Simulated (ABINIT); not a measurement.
# PbSe (Clausthalite) (Fm-3m) in ABINIT: notebook

One crystal, PbSe (Clausthalite), is run at these levels: LDA; tasks: relaxation of cell and atoms, single point.

All numbers are computed with ABINIT 10.8.3 (patched build); they aren't measurements. Logs are shortened: lines on timing, memory, paths and dates and some standing lists are left out, and cuts for length are marked. The log counts tension as positive stress, the text compression.

**1. The structure**

The structure is cubic, space group Fm-3m (No. 225). The conventional cell has a = 6.121 Å, b = 6.121 Å, c = 6.121 Å, α = 90.00°, β = 90.00°, γ = 90.00°. Around Pb (site symmetry m-3m) lie 6 Se at 3.06 Å. Se (site symmetry m-3m) is surrounded by 6 Pb at 3.06 Å.

**2. Relaxation of cell and atoms, LDA**

run.abi

```
# Pseudopotentials
pp_dirpath "./"
pseudos "Pb.upf, Se.upf"

# Structure
acell 3*1.0 Angstrom
rprim
     0.0000000000     3.0606500000     3.0606500000
     3.0606500000     0.0000000000     3.0606500000
     3.0606500000     3.0606500000     0.0000000000
ntypat 2
znucl 82 34
natom 2
typat 1 2
chkprim 0
chksymtnons 0
tolsym 1.0e-6
xred
            0.0            0.0            0.0
            1/2            1/2            1/2

# Plane-wave basis
ecut 43.0
ecutsm 0.5

# k points
kptopt 1
ngkpt 6 6 6
nshiftk 1
shiftk 0.0 0.0 0.0

# Exchange and correlation
ixc 7

# Bands and occupations
nband 19
occopt 3
tsmear 0.05 eV

# SCF cycle
nstep 80
tolvrs 1.0e-12

# Output
iomode 3
prteig 0
prtebands 0
prtwf 0
prtden 0

# Relaxation
ionmov 2
optcell 2
ntime 50
tolmxf 2.0e-5
dilatmx 1.08
```

Potentials or basis: PseudoDojo NC SR LDA v0.4.1 standard.

Run with:

```bash
$ abinit run.abi > log 2>&1
```

run.abo:

```text
.Version 10.8.3 of ABINIT
 Symmetries : space group Fm -3 m (#225); Bravais cF (face-center cubic)
================================================================================
 Values of the parameters that define the memory need of the present run
     intxc =       0    ionmov =       2      iscf =       7    lmnmax =       6
     lnmax =       6     mgfft =      54  mpssoang =       3    mqgrid =    3001
     natom =       2  nloc_mem =       1    nspden =       1   nspinor =       1
    nsppol =       1      nsym =      48    n1xccc =    2501    ntypat =       2
    occopt =       3   xclevel =       1
       mpw =        6605          nfft =      157464          nkpt =          16
================================================================================
================================================================================

--------------------------------------------------------------------------------
------------- Echo of variables that govern the present computation ------------
--------------------------------------------------------------------------------
 -outvars: echo values of preprocessed input variables --------
            acell      1.8897261259E+00  1.8897261259E+00  1.8897261259E+00 Bohr
              amu      2.07200000E+02  7.89600000E+01
          chkprim           0
      chksymtnons           0
          dilatmx      1.08000000E+00
             ecut      4.30000000E+01 Hartree
           ecutsm      5.00000000E-01 Hartree
           ionmov           2
              ixc           7
         kptrlatt        6    0    0      0    6    0      0    0    6
          kptrlen      4.90770878E+01
            natom           2
            nband          19
            ngfft          54      54      54
             nkpt          16
            nstep          80
             nsym          48
            ntime          50
           ntypat           2
           occopt           3
          optcell           2
           prtden           0
        prtebands           0
           prteig           0
            prtwf           0
            rprim      0.0000000000E+00  3.0606500000E+00  3.0606500000E+00
                       3.0606500000E+00  0.0000000000E+00  3.0606500000E+00
                       3.0606500000E+00  3.0606500000E+00  0.0000000000E+00
          spgroup         225
           tolmxf      2.00000000E-05
           tolsym      1.00000000E-06
           tolvrs      1.00000000E-12
           tsmear      1.83746611E-03 Hartree
            typat      1  2
           xangst      0.0000000000E+00  0.0000000000E+00  0.0000000000E+00
                       3.0606500000E+00  3.0606500000E+00  3.0606500000E+00
            xcart      0.0000000000E+00  0.0000000000E+00  0.0000000000E+00
                       5.7837902673E+00  5.7837902673E+00  5.7837902673E+00
             xred      0.0000000000E+00  0.0000000000E+00  0.0000000000E+00
                       5.0000000000E-01  5.0000000000E-01  5.0000000000E-01
            znucl       82.00000   34.00000

================================================================================

 chkinp: Checking input parameters for consistency.

================================================================================
== DATASET  1 ==================================================================

--- !DatasetInfo
iteration_state: {dtset: 1, }
dimensions: {natom: 2, nkpt: 16, mband: 19, nsppol: 1, nspinor: 1, nspden: 1, mpw: 6605, }
cutoff_energies: {ecut:  43.0, pawecutdg:  -1.0, }
electrons: {nelect:   3.00000000E+01, charge:   0.00000000E+00, occopt:   3.00000000E+00, tsmear:   1.83746611E-03, }
meta: {optdriver: 0, ionmov: 2, optcell: 2, iscf: 7, paral_kgb: 0, }
...

 Exchange-correlation functional for the present dataset will be:
  LDA: Perdew-Wang 92 LSD fit to Ceperley-Alder data - ixc=7
  J.P.Perdew and Y.Wang, PRB 45, 13244 (1992)

 Real(R)+Recip(G) space primitive vectors, cartesian coordinates (Bohr,Bohr^-1):
 R(1)=  0.0000000  5.7837903  5.7837903  G(1)= -0.0864485  0.0864485  0.0864485
 R(2)=  5.7837903  0.0000000  5.7837903  G(2)=  0.0864485 -0.0864485  0.0864485
 R(3)=  5.7837903  5.7837903  0.0000000  G(3)=  0.0864485  0.0864485 -0.0864485
 Unit cell volume ucvol=  3.8696136E+02 bohr^3
 Angles (23,13,12)=  6.00000000E+01  6.00000000E+01  6.00000000E+01 degrees

 getcut: wavevector=  0.0000  0.0000  0.0000  ngfft=  54  54  54
         ecut(hartree)=     50.155   => boxcut(ratio)=   2.07153

--- Pseudopotential description ------------------------------------------------
- pspini: atom type   1  psp file is ./Pb.upf
  82.00000  14.00000  180309                  znucl, zion, pspdat
12 -1012 2 -1 1638                            pspcod,pspxc,lmax,lloc,mmax
     nproj     2     2     2

- pspini: atom type   2  psp file is ./Se.upf
  34.00000  16.00000  180309                  znucl, zion, pspdat
12 -1012 2 -1 1198                            pspcod,pspxc,lmax,lloc,mmax
     nproj     2     2     2

   2.17555319E+03                                ecore*ucvol(ha*bohr**3)
--------------------------------------------------------------------------------

================================================================================

=== [ionmov= 2] Broyden-Fletcher-Goldfarb-Shanno method (forces)
================================================================================

--- Iteration: ( 1/50) Internal Cycle: (1/1)
--------------------------------------------------------------------------------

---SELF-CONSISTENT-FIELD CONVERGENCE--------------------------------------------

--- !BeginCycle
iteration_state: {dtset: 1, itime: 1, icycle: 1, }
solver: {iscf: 7, nstep: 80, nline: 4, wfoptalg: 0, }
tolerances: {tolvrs: 1.00E-12, }
...

     iter   Etot(hartree)      deltaE(h)  residm     vres2
 ETOT  1  -190.69886385595    -1.907E+02 1.640E+00 1.515E+02
 ETOT  2  -191.48053978694    -7.817E-01 6.691E-03 2.549E+00
 ETOT  3  -191.48087792936    -3.381E-04 4.082E-04 1.152E-01
 ETOT  4  -191.48088796471    -1.004E-05 1.276E-04 1.038E-02
 ETOT  5  -191.48088856081    -5.961E-07 1.868E-04 1.775E-03
 ETOT  6  -191.48088869289    -1.321E-07 3.919E-05 4.625E-05
 ETOT  7  -191.48088869652    -3.632E-09 1.035E-04 5.148E-07
 ETOT  8  -191.48088869656    -3.459E-11 2.051E-05 6.984E-08
 ETOT  9  -191.48088869655     6.111E-12 5.508E-05 3.964E-10
 ETOT 10  -191.48088869656    -9.408E-12 1.094E-05 1.776E-12
 ETOT 11  -191.48088869656     4.491E-12 2.896E-05 5.080E-14
[... 345 lines left out ...]
 Gradient of E wrt nuclear positions in reduced coordinates (gred)
  0.00000000000000E+00  0.00000000000000E+00  0.00000000000000E+00
  0.00000000000000E+00  0.00000000000000E+00  0.00000000000000E+00
 Scale of Primitive Cell (acell) [bohr]
  8.06380752518002E+00  8.06380752518002E+00  8.06380752518002E+00
 Real space primitive translations (rprimd) [bohr]
  0.00000000000000E+00  5.70197298323790E+00  5.70197298323790E+00
  5.70197298323790E+00  0.00000000000000E+00  5.70197298323790E+00
  5.70197298323790E+00  5.70197298323790E+00  0.00000000000000E+00
 Unitary Cell Volume (ucvol) [Bohr^3]=  3.70770746496827E+02
 Angles (23,13,12)= [degrees]
  6.00000000000000E+01  6.00000000000000E+01  6.00000000000000E+01
 Lengths [Bohr]
  8.06380752518002E+00  8.06380752518002E+00  8.06380752518002E+00
 Stress tensor in cartesian coordinates (strten) [Ha/bohr^3]
  1.09574016884245E-07  0.00000000000000E+00  0.00000000000000E+00
  0.00000000000000E+00  1.09574016880776E-07  0.00000000000000E+00
  0.00000000000000E+00  0.00000000000000E+00  1.09574016884245E-07
 Total energy (etotal) [Ha]= -1.91481515427099E+02

 Difference of energy with previous step (new-old):
           Absolute (Ha)=-9.24650E-07
           Relative     =-4.82892E-09

 At Broyd/MD step   4, gradients are converged :
  max grad (force/stress) = 1.0957E-05 < tolmxf= 2.0000E-05 ha/bohr (free atoms)

================================================================================

 ----iterations are completed or convergence reached----

 Mean square residual over all n,k,spin=   32.492E-13; max=  98.768E-11
 reduced coordinates (array xred) for    2 atoms
       0.000000000000      0.000000000000      0.000000000000
       0.500000000000      0.500000000000      0.500000000000
 rms dE/dt=  0.0000E+00; max dE/dt=  0.0000E+00; dE/dt below (all hartree)
    1       0.000000000000      0.000000000000      0.000000000000
    2       0.000000000000      0.000000000000      0.000000000000

 cartesian coordinates (angstrom) at end:
    1      0.00000000000000     0.00000000000000     0.00000000000000
    2      3.01735415786708     3.01735415786708     3.01735415786708

 cartesian forces (hartree/bohr) at end:
    1     -0.00000000000000    -0.00000000000000    -0.00000000000000
    2     -0.00000000000000    -0.00000000000000    -0.00000000000000
 frms,max,avg= 0.0000000E+00 0.0000000E+00   0.000E+00  0.000E+00  0.000E+00 h/b

 cartesian forces (eV/Angstrom) at end:
    1     -0.00000000000000    -0.00000000000000    -0.00000000000000
    2     -0.00000000000000    -0.00000000000000    -0.00000000000000
 frms,max,avg= 0.0000000E+00 0.0000000E+00   0.000E+00  0.000E+00  0.000E+00 e/A
 length scales=  8.063807525180  8.063807525180  8.063807525180 bohr
              =  4.267183172538  4.267183172538  4.267183172538 angstroms
 Fermi (or HOMO) energy (hartree) =   0.16873   Average Vxc (hartree)=  -0.38989
 Eigenvalues (hartree) for nkpt=  16  k points:
 kpt#   1, nband= 19, wtk=  0.00463, kpt=  0.0000  0.0000  0.0000 (reduced coord)
  -1.58171   -1.58171   -1.58158   -1.58158   -1.58158   -0.45014   -0.45014   -0.45000
  -0.45000   -0.45000   -0.34758   -0.06733    0.09208    0.09208    0.09208    0.33997
   0.33997    0.33997    0.40356
      occupation numbers for kpt#   1
   2.00000    2.00000    2.00000    2.00000    2.00000    2.00000    2.00000    2.00000
   2.00000    2.00000    2.00000    2.00000    2.00000    2.00000    2.00000    0.00000
   0.00000    0.00000    0.00000
 prteigrs : prtvol=0 or 1, do not print more k-points.

--- !EnergyTerms
iteration_state     : {dtset: 1, itime: 4, icycle: 1, }
comment             : Components of total free energy in Hartree
kinetic             :  1.12787495874852E+02
hartree             :  4.90164048076978E+01
xc                  : -4.36161831646190E+01
Ewald energy        : -1.12266315424431E+02
psp_core            :  5.86765058658469E+00
local_psp           : -1.38121491829132E+02
non_local_psp       : -6.51489864457878E+01
internal            : -1.91481425594836E+02
'-kT*entropy'       : -8.98322630385703E-05
total_energy        : -1.91481515427099E+02
total_energy_eV     : -5.21047747525257E+03
band_energy         : -2.07642203266890E+01
...

 Cartesian components of stress tensor (hartree/bohr^3)
  sigma(1 1)=  1.09574017E-07  sigma(3 2)=  0.00000000E+00
  sigma(2 2)=  1.09574017E-07  sigma(3 1)=  0.00000000E+00
  sigma(3 3)=  1.09574017E-07  sigma(2 1)=  0.00000000E+00

-Cartesian components of stress tensor (GPa)         [Pressure= -3.2238E-03 GPa]
- sigma(1 1)=  3.22377888E-03  sigma(3 2)=  0.00000000E+00
- sigma(2 2)=  3.22377888E-03  sigma(3 1)=  0.00000000E+00
- sigma(3 3)=  3.22377888E-03  sigma(2 1)=  0.00000000E+00

== END DATASET(S) ==============================================================
================================================================================

 -outvars: echo values of variables after computation  --------
            acell      8.0638075252E+00  8.0638075252E+00  8.0638075252E+00 Bohr
           etotal     -1.9148151543E+02
            fcart     -0.0000000000E+00 -0.0000000000E+00 -0.0000000000E+00
                      -0.0000000000E+00 -0.0000000000E+00 -0.0000000000E+00
            rprim      0.0000000000E+00  7.0710678119E-01  7.0710678119E-01
                       7.0710678119E-01  0.0000000000E+00  7.0710678119E-01
                       7.0710678119E-01  7.0710678119E-01  0.0000000000E+00
           strten      1.0957401688E-07  1.0957401688E-07  1.0957401688E-07
                       0.0000000000E+00  0.0000000000E+00  0.0000000000E+00
           xangst      0.0000000000E+00  0.0000000000E+00  0.0000000000E+00
                       3.0173541579E+00  3.0173541579E+00  3.0173541579E+00
             xred      0.0000000000E+00  0.0000000000E+00  0.0000000000E+00
                       5.0000000000E-01  5.0000000000E-01  5.0000000000E-01
 Calculation completed.
```

It took 4.8 min on 1 thread of Arm Neoverse V1, shared host; peak memory 0.12 GiB.

What came out:

```yaml
Free_energy: -5210.4775 eV
Relaxed_volume: 27.47 Å³/atom
Relaxed_cell: a = 4.267 Å, b = 4.267 Å, c = 4.267 Å, α = 60.00°, β = 60.00°, γ = 60.00°
Space_group_after_relaxing_to_0.05_Å: Fm-3m (No. 225)
Energy_gained_by_relaxing: 8.5 meV/atom
Ionic_steps: 4
Pressure_after_relaxing: 0.0 GPa
Band_gap_on_the_k_mesh: 0.05 eV, direct
```

Step by step:
```tsv
step	energy change (eV)	largest force (eV/Å)	pressure (GPa)	volume (Å³)
1	0.0000	0.0000	-2.20	57.34
2	-0.0049	0.0000	-1.88	56.96
3	-0.0170	0.0000	0.09	54.85
4	-0.0171	0.0000	0.00	54.94
```

Final structure:
```
Pb Se
1.0
     0.00000    3.01735    3.01735
     3.01735    0.00000    3.01735
     3.01735    3.01735    0.00000
Pb Se
1 1
Direct
  0.00000 0.00000 0.00000
  0.50000 0.50000 0.50000
```

Caveat: spin-orbit coupling is left out, which as a rule narrows the gap of such compounds by several tenths of an eV.

(Part 1 of 2 ends here.)
